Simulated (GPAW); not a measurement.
# BeTe (F-43m) in GPAW: further runs, part 2 of 2

GPAW 26.7.0. The steps go on from the part before.

### Step 3. Single point, TB-mBJ

The input, run.py:

```python
from ase import Atoms
from ase.dft.bandgap import bandgap
from ase.io import write
from gpaw import GPAW, PW

atoms = Atoms(['Te', 'Be'],
              cell=[[0.0, 2.77, 2.77],
                    [2.77, 0.0, 2.77],
                    [2.77, 2.77, 0.0]],
              scaled_positions=[[0.75, 0.75, 0.75],
                                [0.0, 0.0, 0.0]],
              pbc=True)

calc = GPAW(mode=PW(800),
            xc='TB09',
            kpts={'size': (8, 8, 8), 'gamma': True},
            occupations={'name': 'fermi-dirac', 'width': 0.05},
            nbands=11,
            convergence={'density': 1e-05, 'energy': 1e-05},
            eigensolver='cg',
            maxiter=150,
            txt='gpaw.txt')
atoms.calc = calc
energy = atoms.get_potential_energy()
calc.write('gs.gpw')
write('result.traj', atoms)
print('Fermi level:', round(calc.get_fermi_level(), 4), 'eV')
print(f'Gap: {bandgap(calc)[0]:.4f} eV, direct: {bandgap(calc, direct=True)[0]:.4f} eV')
```

Potentials or basis: GPAW PAW data sets for LDA (gpaw-data 1.2.1), pw.

On the command line:

```
> OMP_NUM_THREADS=1 python run.py
```

gpaw.txt:

```text
___ ___ ___ _ _ _
 |   |   |_  | | | |
 | | | | | . | | | |
 |__ |  _|___|_____|  26.7.0
 |___|_|

Input parameters:
  convergence: {density: 1e-05,
                energy: 1e-05}
  eigensolver: cg
  kpts: {gamma: True,
         size: (8, 8, 8)}
  maxiter: 150
  mode: {ecut: 800.0,
         name: pw}
  nbands: 11
  occupations: {name: fermi-dirac,
                width: 0.05}
  xc: TB09

System changes: positions, numbers, cell, pbc, initial_charges, initial_magmoms

Initialize ...

species:
  Te:
    name:    Tellurium
    Z:       52.0
    valence: 6
    core:    46
    charge:  0.0  # [|e|]
    compensation charges:
      type: gauss
      rc: 0.36  # [Å]
      lmax: 2
    cutoffs:
      filter: 2.09  # [Å]
      core: 3.17  # [Å]
    projectors
    | kind |    occ | energy [eV] | rcut [Å] |
    |------|--------|-------------|----------|
    |   5s |  2.000 |     -15.337 |    1.180 |
    |   5p |  4.000 |      -6.113 |    1.196 |
    |    s |        |      11.875 |    1.180 |
    |    p |        |      21.098 |    1.196 |
    |    d |        |       0.000 |    1.238 |

    Using partial waves for Te as LCAO basis

  Be:
    name:    Beryllium
    Z:       4.0
    valence: 2
    core:    2
    charge:  0.0  # [|e|]
    compensation charges:
      type: gauss
      rc: 0.25  # [Å]
      lmax: 2
    cutoffs:
      filter: 1.42  # [Å]
[... 93 lines left out ...]
Number of atomic orbitals: 8
Number of bands in calculation: 11
Number of valence electrons: 8
Bands to converge: occupied

... initialized

Initializing position-dependent things.

Density initialized from atomic densities
Creating initial wave functions:
  8 bands from LCAO basis set
  3 bands from random numbers

                    Te

       Be

Atomic positions and initial magnetic moments

Positions:
   0 Te     4.155000    4.155000    4.155000    ( 0.0000,  0.0000,  0.0000)
   1 Be     0.000000    0.000000    0.000000    ( 0.0000,  0.0000,  0.0000)

Unit cell:
           periodic     x           y           z      points  spacing
  1. axis:    yes    0.000000    2.770000    2.770000    27     0.1185
  2. axis:    yes    2.770000    0.000000    2.770000    27     0.1185
  3. axis:    yes    2.770000    2.770000    0.000000    27     0.1185

  Lengths:   3.917372   3.917372   3.917372
  Angles:   60.000000  60.000000  60.000000

Effective grid spacing dv^(1/3) = 0.1293

iter:   1  4688.547858
iter:   2  4687.801789   +0.88  -0.94
iter:   3  4688.481701   +0.13  -0.89
iter:   4  4689.267036   -0.89  -0.96
iter:   5  4690.266144   -1.30  -1.07
iter:   6  4691.609365   -1.15  -1.23
iter:   7  4692.902897   -1.05  -1.47
iter:   8  4692.404009   -1.44  -1.34
iter:   9  4692.051463   -2.00  -1.58
iter:  10  4691.424144   -2.13  -1.64
iter:  11  4691.469050   -2.58  -1.91
iter:  12  4691.055662   -2.49  -1.90
iter:  13  4691.128591   -2.76  -2.36
iter:  14  4691.038618   -3.25  -2.37
iter:  15  4691.018819   -3.54  -2.93
iter:  16  4691.018383   -4.14  -3.12
iter:  17  4691.005851   -4.78  -3.22
iter:  18  4691.012573   -5.20  -3.42
iter:  19  4691.007849   -5.63  -3.41
iter:  20  4691.006270   -6.00  -3.72
iter:  21  4691.004955   -6.25  -3.74
iter:  22  4691.005101   -6.43  -4.08
iter:  23  4691.004613   -6.74  -4.13
iter:  24  4691.004656   -7.67c -4.82
iter:  25  4691.004676c  -8.26c -4.86
iter:  26  4691.004586   -8.47c -5.37c
iter:  27  4691.004557   -8.61c -5.88c
iter:  28  4691.004528c  -8.87c -6.16c

Converged after 28 iterations.

Dipole moment: (5.195749, 5.195749, 5.195749) |e|*Ang

Energy contributions relative to reference atoms: (reference = -185030.684589)

Kinetic:         +4.502392
Potential:       -1.901089
External:        +0.000000
XC:            +4688.930491
Entropy (-ST):   -0.000000
Local:           -0.527266
SIC:             +0.000000
--------------------------
Free energy:   +4691.004528
Extrapolated:  +4691.004528

Showing only first 2 kpts
 Kpt  Band  Eigenvalues  Occupancy
  0     2      5.30666    2.00000
  0     3      5.30666    2.00000
  0     4      9.43114    0.00000
  0     5      9.43114    0.00000

  1     2      4.65180    2.00000
  1     3      4.65180    2.00000
  1     4      9.04421    0.00000
  1     5     10.42637    0.00000

Fermi level: 6.38054

Gap: 2.516 eV
Transition (v -> c):
  (s=0, k=0, n=3, [0.00, 0.00, 0.00]) -> (s=0, k=24, n=4, [0.50, 0.50, 0.00])
Direct/indirect transitions are different
Direct gap: 4.124 eV
Transition at: (s=0, k=0, n=3, [0.00, 0.00, 0.00])
Writing to gs.gpw (mode='')
```

Wall time 42 s (1 thread of Arm Neoverse V1, shared host); peak memory 0.22 GiB.

Results:

* Band gap on the k mesh: 2.52 eV, indirect (least direct gap 4.12 eV)

Caveat: a model potential gives levels but no total energy; the PAW data sets were made with another functional, which shifts forces and pressure a little; spin-orbit coupling is left out, which moves the levels of the heavy elements. A k mesh can miss the band edges.

### Step 4. Band structure, PBEsol

The input, run.py:

```python
from ase import Atoms
from ase.dft.bandgap import bandgap
from ase.io import write
from ase.units import GPa
from gpaw import GPAW, PW, setup_paths

setup_paths.insert(0, '.')

atoms = Atoms(['Te', 'Be'],
              cell=[[0.0, 2.77, 2.77],
                    [2.77, 0.0, 2.77],
                    [2.77, 2.77, 0.0]],
              scaled_positions=[[0.75, 0.75, 0.75],
                                [0.0, 0.0, 0.0]],
              pbc=True)

calc = GPAW(mode=PW(800),
            xc='PBEsol',
            kpts={'size': (8, 8, 8), 'gamma': True},
            occupations={'name': 'fermi-dirac', 'width': 0.05},
            nbands=11,
            convergence={'density': 1e-05, 'energy': 1e-05},
            maxiter=150,
            txt='gpaw.txt')
atoms.calc = calc
energy = atoms.get_potential_energy()
forces = atoms.get_forces()
stress = atoms.get_stress()
calc.write('gs.gpw')
write('result.traj', atoms)
print(f'Energy: {energy:.6f} eV')
print('Forces (eV/A):')
print(forces.round(4))
print('Stress (GPa):', (stress / GPa).round(3))
print('Fermi level:', round(calc.get_fermi_level(), 4), 'eV')
print(f'Gap: {bandgap(calc)[0]:.4f} eV, direct: {bandgap(calc, direct=True)[0]:.4f} eV')

path = atoms.cell.bandpath('GXWKGLUWLK,UX', npoints=60, eps=1e-4)
bs_calc = calc.fixed_density(kpts=path, symmetry='off', nbands=21,
                             convergence={'bands': 'CBM+6.0', 'eigenstates': 1e-6}, txt='bands.txt')
bs = bs_calc.band_structure()
bs.write('bs.json')
print(f'Gap on the path: {bandgap(bs_calc)[0]:.4f} eV')
```

Potentials or basis: PAW data sets generated in the run's folder for this functional, pw.

On the command line:

```
> gpaw-setup -f PBEsol Be Te
> OMP_NUM_THREADS=1 python run.py
```

Run time: 35 s. Hardware: 1 thread of Arm Neoverse V2, shared host; peak memory 0.26 GiB.

The run converged. Its results:

```yaml
Free_energy: -8.2675 eV
Pressure: 2.1 GPa
Band_gap_on_the_k_mesh: 1.75 eV, indirect (least direct gap 3.58 eV)
Band_gap_along_the_path: 1.75 eV, indirect (least direct gap 3.58 eV)
```

Levels at the corners of the path, in eV from the valence-band top:
| point | band 2 | band 3 | band 4 | band 5 | band 6 | band 7 |
| --- | --- | --- | --- | --- | --- | --- |
| Γ | 0.00 | 0.00 | 0.00 | 3.58 | 3.58 | 3.58 |
| X | -5.39 | -2.84 | -2.84 | 1.75 | 2.56 | 10.08 |
| W | -4.80 | -3.99 | -3.48 | 5.23 | 5.49 | 5.65 |
| K | -5.00 | -4.19 | -2.40 | 2.56 | 5.27 | 8.10 |
| Γ | 0.00 | 0.00 | 0.00 | 3.58 | 3.58 | 3.58 |
| L | -5.89 | -1.22 | -1.22 | 3.18 | 4.57 | 4.57 |
| U | -5.00 | -4.19 | -2.40 | 2.56 | 5.27 | 8.10 |
| W | -4.80 | -3.99 | -3.48 | 5.23 | 5.49 | 5.65 |
| L | -5.89 | -1.22 | -1.22 | 3.18 | 4.57 | 4.57 |
| K | -5.00 | -4.19 | -2.40 | 2.56 | 5.27 | 8.10 |
| U | -5.00 | -4.19 | -2.40 | 2.56 | 5.27 | 8.10 |
| X | -5.39 | -2.84 | -2.84 | 1.75 | 2.56 | 10.08 |

Caveat: spin-orbit coupling is left out, which moves the levels of the heavy elements.

### Step 5. Band structure, r2SCAN

run.py, as its differences from that of step 4:

```diff
@@ -4,5 +4,3 @@
 from ase.units import GPa
-from gpaw import GPAW, PW, setup_paths
-
-setup_paths.insert(0, '.')
+from gpaw import GPAW, PW
 
@@ -17,3 +15,3 @@
 calc = GPAW(mode=PW(800),
-            xc='PBEsol',
+            xc='MGGA_X_R2SCAN+MGGA_C_R2SCAN',
             kpts={'size': (8, 8, 8), 'gamma': True},
```

Potentials or basis: GPAW PAW data sets (gpaw-data 1.2.1), pw.

On the command line:

```
> OMP_NUM_THREADS=1 python run.py
```

It took 1.8 min on 1 thread of Arm Neoverse V2, shared host; peak memory 0.3 GiB.

It converged, with:

| Quantity | Value |
| --- | --- |
| Free energy | -23.5371 eV |
| Pressure | 4.3 GPa |
| Band gap on the k mesh | 2.22 eV, indirect (least direct gap 3.97 eV) |
| Band gap along the path | 2.22 eV, indirect (least direct gap 3.97 eV) |

Levels at the corners of the path, in eV from the valence-band top:
```
point  band 2  band 3  band 4  band 5  band 6  band 7
    Γ    0.00    0.00    0.00    3.97    3.97    3.97
    X   -5.64   -2.95   -2.95    2.22    2.92   10.96
    W   -5.05   -4.10   -3.56    5.73    6.06    6.34
    K   -5.24   -4.30   -2.49    3.00    5.80    8.78
    Γ    0.00    0.00    0.00    3.97    3.97    3.97
    L   -6.11   -1.26   -1.26    3.69    5.00    5.00
    U   -5.24   -4.30   -2.49    3.00    5.80    8.78
    W   -5.05   -4.10   -3.56    5.73    6.06    6.34
    L   -6.11   -1.26   -1.26    3.69    5.00    5.00
    K   -5.24   -4.30   -2.49    3.00    5.80    8.78
    U   -5.24   -4.30   -2.49    3.00    5.80    8.78
    X   -5.64   -2.95   -2.95    2.22    2.92   10.96
```

Caveat: the PAW data sets were made with another functional, which shifts forces and pressure a little; spin-orbit coupling is left out, which moves the levels of the heavy elements.

### Step 6. Overview

| task | level | potentials or basis | k mesh | cutoff (eV) | smearing | response ecut | frequency | extrapolate | qp bands | integrate gamma | gap on the mesh (eV) | pressure (GPa) |
| --- | --- | --- | --- | --- | --- | --- | --- | --- | --- | --- | --- | --- |
| G0W0 quasiparticle levels | PBE | GPAW PAW data sets (gpaw-data 1.2.1), pw | 6 × 6 × 6 | 600 | fermi-dirac 0.001 eV | 200 eV | ppa | yes | 2 | WS | - | - |
| single point | TB-mBJ | GPAW PAW data sets for LDA (gpaw-data 1.2.1), pw | 8 × 8 × 8 | 800 | fermi-dirac 0.05 eV | - | - | - | - | - | 2.52 | - |
| band structure | PBEsol | PAW data sets generated in the run's folder for this functional, pw | 8 × 8 × 8 | 800 | fermi-dirac 0.05 eV | - | - | - | - | - | 1.75 | 2.1 |
| band structure | r2SCAN | GPAW PAW data sets (gpaw-data 1.2.1), pw | 8 × 8 × 8 | 800 | fermi-dirac 0.05 eV | - | - | - | - | - | 2.22 | 4.3 |

Alike in all rows: no spin polarisation; cell as given.

Caveats: spin-orbit coupling is left out, which moves the levels of the heavy elements; the PAW data sets were made with another functional, which shifts forces and pressure a little (some runs); the quasiparticle gap is taken among the few k points that were corrected (some runs); the long-wavelength limit can be off by a per cent or two (some runs); a model potential gives levels but no total energy (some runs).

Total energies depend on the potentials used, so only differences within one code and one set of settings carry meaning.
